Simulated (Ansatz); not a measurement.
Runs of Ansatz 0.2.0 on ZrN. It takes space group Fm-3m (No. 225, cubic). The conventional cell has a = 4.600 Å, b = 4.600 Å, c = 4.600 Å, α = 90.00°, β = 90.00°, γ = 90.00°. Around Zr (site symmetry m-3m) lie 6 N at 2.30 Å. N (site symmetry m-3m) is surrounded by 6 Zr at 2.30 Å. 

```csv
task,level,potentials or basis,spin,cell,k mesh,cutoff (eV),share of exact exchange,screening of exact exchange,basis error allowed,mesh quality,gap on the mesh (eV),pressure (GPa),relaxed volume (Å³/atom)
band structure,PBEsol,"all-electron LAPW, scalar-relativistic",off,as given,7 × 7 × 7,281,-,-,0.001 eV/atom,coarse,-,-7.6,-
band structure,PBEsol,"all-electron LAPW, relativistic spinors","SOC, no magnetisation",as given,7 × 7 × 7,284,-,-,0.001 eV/atom,coarse,-,-7.6,-
single point,"HSE(alpha, omega)",all-electron PAW datasets made for the crystal,off,as given,5 × 5 × 5,360,0.25,0.4 1/A,-,coarse,none,(b),-
single point,"HSE(alpha, omega)",all-electron PAW datasets made for the crystal,off,as given,5 × 5 × 5,360,0.25,0.2 1/A,-,coarse,none,(a),-
relaxation of cell and atoms,PBEsol,"all-electron LAPW, scalar-relativistic",off,relaxed to 20 GPa,10 × 10 × 10,-,-,-,0.001 eV/atom,not flagged,-,20.0,-
band structure,revPBE,"all-electron LAPW, scalar-relativistic",off,as given,10 × 10 × 10,281,-,-,0.001 eV/atom,not flagged,-,1.9,-
single point,"HSE(alpha, omega)",all-electron PAW datasets made for the crystal,off,as given,5 × 5 × 5,360,0.25,0.1 1/A,-,coarse,none,-6.8,-
single point,"HSE(alpha, omega)",all-electron PAW datasets made for the crystal,off,as given,5 × 5 × 5,360,0.25,0.15 1/A,-,coarse,none,(c),-
relaxation of cell and atoms,PBEsol,"all-electron LAPW, scalar-relativistic",off,relaxed,10 × 10 × 10,-,-,-,0.001 eV/atom,not flagged,-,0.0,11.79
relaxation of cell and atoms,PBEsol,"all-electron LAPW, scalar-relativistic",off,relaxed to 30 GPa,10 × 10 × 10,-,-,-,0.001 eV/atom,not flagged,-,30.0,-
band structure,BLYP,"all-electron LAPW, scalar-relativistic",off,as given,10 × 10 × 10,280,-,-,0.001 eV/atom,not flagged,-,7.5,-
relaxation of cell and atoms,PBEsol,"all-electron LAPW, relativistic spinors","SOC, no magnetisation",relaxed,7 × 7 × 7,-,-,-,0.001 eV/atom,coarse,-,0.0,11.80
```

Alike in all rows: smearing fermi-dirac 0.05 eV.

Problem. Fill in the values left out.

Solution. (a) -6.6; (b) -5.6; (c) -6.7.

Caveats: some runs use coarse meshes; the k mesh is thin for a metal, which can move the energy by tens of meV per atom (some runs); the program warned that the printed levels may be off, so bands, gaps and densities of states are rough (some runs).

A k mesh can miss the band edges, and rows without SOC leave out spin-orbit coupling on Zr.

A gap of «none» marks a metal or a gap under the smearing width.

The runs don't all hold the same shells in valence.

Runs at the PBE level aren't shown here.
